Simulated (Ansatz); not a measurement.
Here is an Ansatz 0.2.0 calculation.

The input input.yaml:

```yaml
crystal:
  lattice:
    - [2.9916, 0.0, 0.0]
    - [0.0, 2.9916, 0.0]
    - [0.0, 0.0, 2.9916]
  atoms:
    - { symbol: Ru, position: [0.5, 0.5, 0.5] }
    - { symbol: Al, position: [0.0, 0.0, 0.0] }
hamiltonian:
  xc: rpbe
  pseudopotentials: { kind: paw }
kpoints:
  mp_grid: { grid: [9, 9, 9] }
scf:
  occupations: { method: fermi_dirac, width: 0.05 }
output:
  forces: true
  stress: true
  eigenvalues: true
relax:
  f_tol: 0.01
  max_steps: 40
  cell: { stress_tol: 0.05 }
```

Potentials or basis: Ansatz PAW.

The run is started by

```sh
$ ansatz run input.yaml --threads 2 --pin off --max-ram 5632MiB --backend cpu --events-out ev --progress --plain --runs-dir out
```

**Question.** Predict the relaxed volume.

**Answer.** 13.79 Å³/atom.

**Question.** What does it give for the space group after relaxing (to 0.05 Å)?

**Answer.** Pm-3m (No. 221).

**Question.** What does it give for the band gap on the k mesh?

**Answer.** None (metal or under the smearing width).

Final structure:
```
CELL_PARAMETERS angstrom
3.02118 0.00000 0.00000
0.00000 3.02118 0.00000
0.00000 0.00000 3.02118
ATOMIC_POSITIONS crystal
Ru 0.50000 0.50000 0.50000
Al 0.00000 0.00000 0.00000
```

Caveat: the PAW data sets come from PBE, with cores solved anew for the run's functional, which leaves a small shift of forces and pressure. RPBE and its kin give volumes clearly too large for solids.
